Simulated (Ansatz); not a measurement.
## From the elastic tensor of SiC at 15 GPa (stress–strain coefficients) to moduli and sound speeds

Theory: Ansatz 0.2.0, DFT LDA, scalar-relativistic, plane waves, PAW. Cutoff 420 eV, 12×12×6 k-points (Γ-centred), fixed occupations. No spin polarisation.

Symmetry: P6_3mc, No. 186, hexagonal system. The conventional cell has a = 2.998 Å, b = 2.998 Å, c = 4.918 Å, α = 90.00°, β = 90.00°, γ = 120.00°. Si (site symmetry 3m) is surrounded by 4 C at 1.84 to 1.85 Å. C (site symmetry 3m) has 4 Si at 1.84 to 1.85 Å as nearest neighbours.

Relaxed-ion constants (GPa, on the Cartesian axes of the calculation):
```
594.1 168.2 102.1   0.0   0.0   0.0
168.2 594.1 102.1   0.0   0.0   0.0
102.0 102.0 644.4   0.0   0.0   0.0
  0.0   0.0   0.0 158.7   0.0   0.0
  0.0   0.0   0.0   0.0 158.7   0.0
  0.0   0.0   0.0   0.0   0.0 213.0
```

Density 3.478 g/cm³; 4 atoms in 38.28 Å³.

The values that follow are for a polycrystal of randomly turned grains, by Hill's mean where one number stands.

With S = C⁻¹: B_V = (C11+C22+C33+2(C12+C13+C23))/9, G_V = (C11+C22+C33−C12−C13−C23+3(C44+C55+C66))/15, 1/B_R = S11+S22+S33+2(S12+S13+S23), 15/G_R = 4(S11+S22+S33−S12−S13−S23)+3(S44+S55+S66); Hill is their mean. Then v_l = √((B+4G/3)/ρ), v_t = √(G/ρ), v_m = [(2/v_t³+1/v_l³)/3]^(−1/3) and Θ = (ħ/k_B)·v_m·(6π²n/V)^(1/3) for n atoms in the volume V; E = 9BG/(3B+G), ν = (3B−2G)/(2(3B+G)) and A^U = 5G_V/G_R + B_V/B_R − 6.

```
Bulk modulus, Voigt / Reuss / Hill          : 286.3 / 286.3 / 286.3 GPa
Shear modulus, Voigt / Reuss / Hill         : 203.4 / 194.9 / 199.2 GPa
Young's modulus                             : 485 GPa
Poisson ratio                               : 0.218
Pugh ratio B/G                              : 1.44
Universal anisotropy index                  : 0.22
Longitudinal and transverse sound speeds    : 12596 and 7567 m/s
Debye temperature from the mean sound speed : 1174 K
```

Cost: 1 run of about 7.7 core-minutes, on Arm Neoverse N1 (shared hosts).

The anisotropy of this wurtzite crystal lies almost entirely in shear. The Voigt and Reuss bulk moduli coincide because the lattice is nearly equally compressible along and across the c axis, whereas the two shear bounds separate. Uniaxial stiffness is greatest along c, where one bond of each tetrahedron lies parallel to the strain and is stretched directly. Sliding basal planes over one another (C44, 158.7 GPa) is easier than shear within the plane (C66, 213.0 GPa), since the former can be accommodated more by bending bond angles and less by stretching bonds.

The large shear modulus relative to the bulk modulus, and with it the low Poisson ratio, reflects directional sp³ bonding that resists angular distortion. Together with light atoms, this stiffness gives the high sound speeds and Debye temperature. The Pugh ratio is in line with the known brittleness of SiC, but is only an empirical indicator of it. The positive elastic response supports stability against small homogeneous strains at this pressure, not a preference for wurtzite over other polytypes or the rocksalt phase.
